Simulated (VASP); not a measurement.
# 1T-MgI2 monolayer and its bilayer, part 2 of 2

Aim: relax 1T-MgI2 monolayer, place its levels against the vacuum, then find how two sheets stack and bind.

VASP 6.6.1, plane waves and PAW; the level of theory is named at each step.

So far. Step 12 (A rigid stacking): Energy at zero smearing: -5.01328 eV.

## 13. Relaxing the bilayer

The lowest stacking relaxes at the monolayer's lattice.

Input file INCAR:

```
SYSTEM = MgI2
PREC = Normal
ENCUT = 350
EDIFF = 1E-06
NELM = 120
ISMEAR = 0
SIGMA = 0.03
LREAL = .FALSE.
ALGO = Fast
GGA = MK
AGGAC = 0
LUSE_VDW = .TRUE.
PARAM1 = 0.1234
PARAM2 = 1
LASPH = .TRUE.
NBANDS = 22
LORBIT = 11
LWAVE = .FALSE.
LCHARG = .FALSE.
KPAR = 4
IBRION = 2
NSW = 50
ISIF = 2
EDIFFG = -0.015
POTIM = 0.4
MAXMIX = 40
IDIPOL = 3
LDIPOL = .TRUE.
DIPOL = 0.5 0.5 0.5
```

Input file POSCAR:

```
MgI2
1.0
    4.1504874331      0.0000000000      0.0000000000
   -2.0752437165      3.5944275551      0.0000000000
    0.0000000000      0.0000000000     26.8197144168
Mg I
2 4
Direct
    0.0000000000      0.0000000000      0.3795688700
    0.0000000000      0.0000000000      0.6204311300
    0.3333333300      0.6666666700      0.3169310400
    0.6666666700      0.3333333300      0.4422066900
    0.3333333300      0.6666666700      0.5577933100
    0.6666666700      0.3333333300      0.6830689600
```

Input file KPOINTS:

```
Automatic mesh
0
Gamma
9 9 1
0 0 0
```

PAW data sets: Mg and I (PBE family, release 64).

The run is started by

```
$ mpirun -np 4 vasp_std
```

Elapsed: 9.7 min, on 4 MPI ranks of Intel Xeon 6975P-C (Granite Rapids), shared host; peak memory 2.1 GiB.

The steps of the relaxation:

| step | energy less that of the first step (eV) | largest force (eV/Å) |
| --- | --- | --- |
| 1 | 0.0000 | 0.2212 |
| 2 | -0.0034 | 0.1748 |
| 3 | -0.0092 | 0.1066 |
| 4 | -0.0097 | 0.1293 |
| 5 | -0.0121 | 0.0927 |
| 6 | -0.0165 | 0.1432 |
| 7 | -0.0171 | 0.1771 |
| 8 | -0.0189 | 0.1691 |
| 9 | -0.0239 | 0.1455 |
| 10 | -0.0316 | 0.0931 |
| 11 | -0.0391 | 0.0294 |
| 12 | -0.0395 | 0.0344 |
| 13 | -0.0399 | 0.0119 |

The atoms that moved most (Å):

```csv
atom,dx,dy,dz,length
I3,0.000,0.000,-0.192,0.192
I6,0.000,0.000,0.192,0.192
Mg1,0.000,0.000,-0.191,0.191
Mg2,0.000,0.000,0.191,0.191
I5,0.000,0.000,0.191,0.191
I4,0.000,0.000,-0.191,0.191
```

Final coordinates:

```
Mg I
1.0
     4.15049    0.00000    0.00000
    -2.07524    3.59443    0.00000
     0.00000    0.00000   26.81971
Mg I
2 4
Direct
  0.00000 0.00000 0.37246
  0.00000 0.00000 0.62754
  0.33333 0.66667 0.30976
  0.66667 0.33333 0.43510
  0.33333 0.66667 0.56490
  0.66667 0.33333 0.69024
```

This step gave:

```yaml
electronic_cycles: 134
free_energy_toten: -5.058 eV
fermi_energy: -1.865 eV
dipole_moment: 0, 0, 0 e·Å
gap_on_the_k_mesh: 3.646 eV
least_direct_gap_on_the_k_mesh: 3.875 eV
```

The run ended after 13 ionic steps, 0.040 eV below its first step, once the forces on the free atoms met EDIFFG = -0.015.

## 14. Levels and bands of the bilayer

The same static run as for one sheet shows what the neighbour does to the levels.

INCAR: that of step 13 with these lines changed.

```diff
@@ -20,8 +20,2 @@
 KPAR = 4
-IBRION = 2
-NSW = 50
-ISIF = 2
-EDIFFG = -0.015
-POTIM = 0.4
-MAXMIX = 40
 IDIPOL = 3
@@ -29 +23,4 @@
 DIPOL = 0.5 0.5 0.5
+LVHAR = .TRUE.
+LVACPOTAV = .TRUE.
+NEDOS = 1500
```

Input file POSCAR:

```
MgI2
1.0
    4.1504874331      0.0000000000      0.0000000000
   -2.0752437165      3.5944275551      0.0000000000
    0.0000000000      0.0000000000     26.8197144168
Mg I
2 4
Direct
    0.0000000000      0.0000000000      0.3724584744
    0.0000000000      0.0000000000      0.6275415256
    0.3333333300      0.6666666700      0.3097640225
    0.6666666700      0.3333333300      0.4350984598
    0.3333333300      0.6666666700      0.5649015402
    0.6666666700      0.3333333300      0.6902359775
```

KPOINTS is that of step 13.

Input file KPOINTS_OPT:

```
Line mode
14
Line-mode
Reciprocal
  0.00000000   0.00000000   0.00000000 GAMMA
  0.50000000   0.00000000   0.00000000 M

  0.50000000   0.00000000   0.00000000 M
  0.33333333   0.33333333   0.00000000 K

  0.33333333   0.33333333   0.00000000 K
  0.00000000   0.00000000   0.00000000 GAMMA
```

The run is started by

```
$ mpirun -np 4 vasp_std
```

The job ended after 55 s (4 MPI ranks; peak memory 2.1 GiB; 3.6 min of CPU time).

Numbers from this step:

```yaml
electronic_cycles: 14
fermi_energy: -1.917 eV
least_gap_on_mesh_and_path: 3.607 eV
least_direct_gap_on_mesh_and_path: 3.875 eV
vacuum_levels: 4.45, 4.45 eV
ionisation_potentials_of_the_upper_and_lower_face: 6.499, 6.499 eV
electron_affinities_of_the_upper_and_lower_face: 2.892, 2.892 eV
```

Electronic bands along the path, in eV, zero at the valence-band top; v1 is the highest filled band, c1 the lowest empty one:

| point | v4 | v3 | v2 | v1 | c1 | c2 | c3 | c4 |
| --- | --- | --- | --- | --- | --- | --- | --- | --- |
| Γ | -0.05 | -0.05 | 0.00 | 0.00 | 3.88 | 4.36 | 4.92 | 4.95 |
| 0.46 of the way | -0.71 | -0.29 | -0.25 | -0.15 | 4.49 | 4.71 | 5.36 | 5.48 |
| M | -0.77 | -0.71 | -0.55 | -0.42 | 3.61 | 3.67 | 5.21 | 5.36 |
| 0.46 of the way | -0.90 | -0.85 | -0.65 | -0.57 | 4.08 | 4.16 | 5.82 | 6.06 |
| K | -0.99 | -0.99 | -0.62 | -0.62 | 4.15 | 4.64 | 6.07 | 6.07 |
| 0.46 of the way | -0.85 | -0.72 | -0.50 | -0.31 | 4.71 | 4.75 | 5.82 | 5.82 |
| Γ | -0.05 | -0.05 | 0.00 | 0.00 | 3.88 | 4.36 | 4.92 | 4.95 |

Of the projections kept (Mg, I), the largest for each band there; the rest of the weight can lie on other orbitals:

| point | v4 | v3 | v2 | v1 | c1 | c2 | c3 | c4 |
| --- | --- | --- | --- | --- | --- | --- | --- | --- |
| Γ | I 0.98 | I 0.98 | I 0.98 | I 0.98 | I 0.63 | I 0.65 | I 0.71 | I 0.70 |
| M | I 0.98 | I 0.99 | I 0.99 | I 0.99 | Mg 0.53 | Mg 0.53 | I 0.84 | I 0.77 |
| K | I 0.99 | I 0.99 | I 0.99 | I 0.99 | I 0.51 | I 0.55 | I 0.77 | I 0.77 |
| Γ | I 0.98 | I 0.98 | I 0.98 | I 0.98 | I 0.63 | I 0.65 | I 0.71 | I 0.70 |

Zero at the Fermi level. The planar average of the electrostatic potential by height:

```csv
height (Å),planar average of the electrostatic potential (eV)
0,6.37
1,6.37
2,6.37
3,6.37
4,6.37
5,6.36
6,6.30
7,5.20
8,-8.67
9,-3.64
10,-1.48
11,-4.02
12,-8.32
13,5.20
14,4.53
15,-10.4
16,-1.59
17,-1.34
18,-6.58
19,-5.57
20,5.68
21,6.33
22,6.36
23,6.37
24,6.37
25,6.37
26,6.37
```

Density of states in the PAW spheres, an atom over height of the layer and energy from the Fermi level.

Ten even steps from '_' (0.00 states/eV) to '@' (1.88 states/eV), each cell a mean:
```
____________
____________
==__++++__==
@@__@@@@__@@
++__====__++
==__====__==
--__----__--
..__....__..
::__::::__::
--__----__--
..__::::__..
____________
____________
____________
____________
____________
____________
____________
____________
____________
____________
____________
```
Columns: height of the layer (Å) from 8.3 to 18.5 (not evenly spaced); rows upwards: energy from the Fermi level (eV) from -7.9 to 0.5.

The map of layer states is cut here 0.5 eV above the Fermi level, so it leaves out the states above that.

The vacuum level lies 6.50 eV above the highest filled level at the upper face; both faces agree, as the slab has next to no dipole.

The program found no field-free point at its default tolerance, but its printed level agrees with the flat part of the planar average.

## 15. Putting the energies together

This step: monolayer and bilayer, optB86b-vdW; plane waves and PAW (VASP 6.6.1).

Derived from the runs above.

Numbers from this step:

* polarisability per area of the slab or monolayer: 0.4138 Å
* gap with spin orbit: 3.312 eV
* binding energy: -15.57 meV/Å²
* interlayer gap: 3.481 Å
* bilayer gap: 3.607 eV
* bilayer level below vacuum: 6.499 eV
* lattice a: 4.150 Å
* lattice b: 4.150 Å
* thickness: 3.360 Å
* monolayer gap: 3.660 eV
* ionisation potential at the upper face: 6.512 eV

VASP counts both for electrons: a positive EFIELD is a field along -c, and a positive dipole, in electrons times A, points along -c. Field, by row:

| EFIELD (eV/Å) | dipole along z of the monolayer (e Å) | energy change of the monolayer (eV) |
| --- | --- | --- |
| -0.1 | -0.04289 | -0.00217 |
| 0 | 0 | 0 |
| 0.1 | 0.04285 | -0.002173 |

Rigid sheets, 3.1 Å apart. Stackings, by row:

```
                              stacking  energy above the lowest (meV/Å²)
     same orientation, shift 0.00 0.00                                 0
turned by 180 degrees, shift 0.33 0.67                            0.3124
     same orientation, shift 0.67 0.33                            0.7401
     same orientation, shift 0.33 0.67                             44.69
turned by 180 degrees, shift 0.00 0.00                             44.93
```

The polarisability is the slope of the dipole against the field, as a volume for each unit of area.

## 16. Summary of results

```yaml
lattice_a: 4.15 Å
monolayer_gap: 3.66 eV
gap_with_spin_orbit: 3.31 eV
binding_energy: -15.6 meV/Å²
interlayer_gap: 3.48 Å
bilayer_gap: 3.61 eV
polarisability_per_area_of_the_slab_or_monolayer: 0.414 Å
```

**Reading.** The monolayer relaxes to a = 4.150 Å and has a gap of 3.66 eV (3.31 eV with spin-orbit coupling). The ionisation potential is 6.51 eV at both faces. Of 5 rigid stackings the lowest has the upper sheet in the same orientation and shifted by (0.00, 0.00) in cell vectors, and the highest lies 44.9 meV/Å² above it. Relaxed, the sheets lie 3.48 Å apart and bind by 15.6 meV/Å². The next stacking lies close, and only the lowest was relaxed, so the order could change. The second sheet narrows the gap, to 3.61 eV. All runs are without spin polarisation. The bilayer keeps the monolayer's lattice, and only high-symmetry stackings were tried. Semilocal gaps are too small. Levels against the vacuum, binding and the bilayer's gap are without spin-orbit coupling.

[Lines on the potential files, build, host, timing and source positions are cut from VASP's logs without a mark.]

[Logs are printed without paths, hosts, clocks, repeated set-up lines and the standing remarks that a program may print on its own settings, such as how far it seeks lower states.]

[Hosts, paths, dates, database ids (printed as entryN), source tags and the programs' standing remarks are cut or masked in the printed files.]

[Runs that stopped without an error message from VASP are left out.]
